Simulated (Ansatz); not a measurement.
Abridged Ansatz (an electronic-structure program) output:

```
Relaxation: its limit of steps is 50 (relax.max_steps)
Pseudopotential: Te, paw, valence charge 16
Pseudopotential: Zn, paw, valence charge 12
Crystal: 2 atoms, lattice volume = 55.790 Å³
Basis set: ecut = 420 eV, 1075 PW (Γ), exchange–correlation on 60×60×60 points (8 copies of the dense FFT grid, shifted against one another)
Bands: 18, of which v1, the nominal top of the filled ones, is band 14 counted from 1 (13 counted from 0)
Symmetry: 4 space group operations
k-points: 125 of 729 (time reversal used)
Functional: x = pbesol(κ = 0.804, μ = 0.12345679012345678), c = pbesol(β = 0.046)
SCF iter   1: F=—  HF=-10183.224919 eV  |F-HF|=—  |Δ(HF+E_count)|=         —  Δρ=3.12e-3  dr2=5.35e-3  ethr=1.77e-3  ⟨swp⟩=5.9  Hψ=12365  notcnv=0
SCF iter   2: F=—  HF=-10183.222592 eV  |F-HF|=—  |Δ(HF+E_count)|=   2.33e-3  Δρ=1.03e-3  dr2=4.36e-4  ethr=1.91e-5  ⟨swp⟩=2.0  Hψ=4840  notcnv=0
SCF 1 converged in 8 iterations: F = -10183.222592 eV  dr2 = 6.77e-11
relax step   1: F+E_penalty+E_count = -10183.22259199 eV  Δ(F+E_penalty+E_count) = +0.000e0 eV  max|allowed force component| = 7.871e-2 eV/Å  Δτ_max = 0.0000 Å  (8 SCF iters, accepted)
Crystal: 2 atoms, lattice volume = 55.790 Å³
SCF iter   1: F=—  HF=-10183.223208 eV  |F-HF|=—  |Δ(HF+E_count)|=         —  Δρ=4.96e-4  dr2=7.66e-5  ethr=2.80e-7  ⟨swp⟩=2.6  Hψ=9347  notcnv=0
SCF iter   2: F=—  HF=-10183.223187 eV  |F-HF|=—  |Δ(HF+E_count)|=   2.10e-5  Δρ=1.96e-4  dr2=1.07e-5  ethr=2.74e-7  ⟨swp⟩=2.8  Hψ=3946  notcnv=0
SCF 2 converged in 7 iterations: F = -10183.223185 eV  dr2 = 1.53e-11
relax step   2: F+E_penalty+E_count = -10183.22318482 eV  Δ(F+E_penalty+E_count) = -5.928e-4 eV  max|allowed force component| = 8.795e-4 eV/Å  Δτ_max = 0.0076 Å  (7 SCF iters, accepted)
SCF converged after 7 iterations
Free energy (F): -10183.223185 eV
Internal energy: -10183.223185 eV  (E = F + TS)
E sigma→0 (E₀):  -10183.223185 eV
Entropy (-TS):   -0.000000 eV (-0.000 meV/atom)
Fermi energy:    7.764473 eV
--- Forces (eV/Å), atoms counted from 1 ---
  atom   1  Te    -0.00087881    -0.00000000    -0.00000000
  atom   2  Zn     0.00088021     0.00000000     0.00000000
--- Stress (GPa, compression-positive) ---
        0.002694      -0.000000       0.000000
        0.000000       0.008758      -0.469388
        0.000000      -0.469388       0.008758
  P = ⅓ Tr σ = 0.0067 GPa (0.067 kbar)
--- Relaxed structure (2 steps of the walk, 2 accepted, 0 SCFs on fresh bases) ---
  atoms:
    - { symbol: Te, position: [0.7487440475602256, 0.7512559524397745, 0.7512559524397744] }
    - { symbol: Zn, position: [0.0012559524397742813, -0.0012559524397742813, -0.0012559524397742813] }
```

### Question
What was computed, and what are the main results?

### Answer
ZnTe, 2 atoms in the cell, with Ansatz, PBEsol, PAW, cutoff 420 eV, no spin-orbit coupling. The last SCF converged to F = -10183.223185 eV, or -5091.6116 eV per atom, at a pressure of 0.01 GPa. The total energy compares only with runs of the same code, potentials and settings.

With Te present, leaving out spin-orbit coupling can change the band edges. The cells carry an imposed strain or load. Stability against distortions was not tested. The cell was made from ZnTe in the zinc blende structure (space group F-43m, No. 216) by this change: tensor shear ε_yz = +0.73 %.

Keys are those of Ansatz 0.2.
